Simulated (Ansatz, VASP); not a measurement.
## Ge: VASP beside Ansatz

INCAR

```
ALGO = Normal
EDIFF = 1E-6
ENCUT = 520
ISIF = 2
ISMEAR = -1
LASPH = T
LCHARG = F
LREAL = F
LWAVE = F
NBANDS = 13
NELM = 100
PREC = Accurate
SIGMA = 0.08
```

KPOINTS

```
k-points
0
Gamma
  15 15 15
```

File POSCAR:

```
Ge
1.0
    2.3246147082      0.0000000000      0.0000000000
    0.0000000000      2.3246147082      0.0000000000
    0.0000000000      0.0000000000      2.3246147082
Ge
1
Direct
    0.0000000000      0.0000000000      0.0000000000
```

Input for Ansatz:

```yaml
crystal:
  lattice:
    - [2.3246147082, 0.0, 0.0]
    - [0.0, 2.3246147082, 0.0]
    - [0.0, 0.0, 2.3246147082]
  atoms:
    - { symbol: Ge, position: [0.0, 0.0, 0.0] }
kpoints:
  mp_grid: { grid: [15, 15, 15] }
scf:
  occupations: { method: fermi_dirac, width: 0.08 }
hamiltonian:
  xc: lda
  pseudopotentials: { kind: all_electron, lapw: { basis_error: 0.001 } }
output:
  forces: true
  stress: true
  eigenvalues: true
  populations: true
```

Change from the starting cell: volume scaled by 0.68, LAPW.

Alike in both runs: task single point; functional LDA; k mesh 15 × 15 × 15; occupations fermi-dirac, width 0.08 eV; no spin polarisation.

```csv
,VASP,Ansatz
version,VASP 6.6.1,Ansatz 0.2.0
potentials or method,"VASP PAW LDA potentials, release 64 (Ge_d)","all-electron LAPW, scalar-relativistic"
plane-wave cutoff (eV),520,see its input
```

Ansatz gave:

| Quantity | Value |
| --- | --- |
| pressure (GPa) | 78.3 |

Task: What did VASP give for the same quantities?

Result: Pressure (GPa): 79.1.

Ansatz ran all-electron here, so the differences hold the error of VASP's frozen core and of both bases.

Caveats: the cell as given lies far from equilibrium; so large a pressure means that the cell lies far from this level's equilibrium, or that cutoff or potentials fall short (VASP).
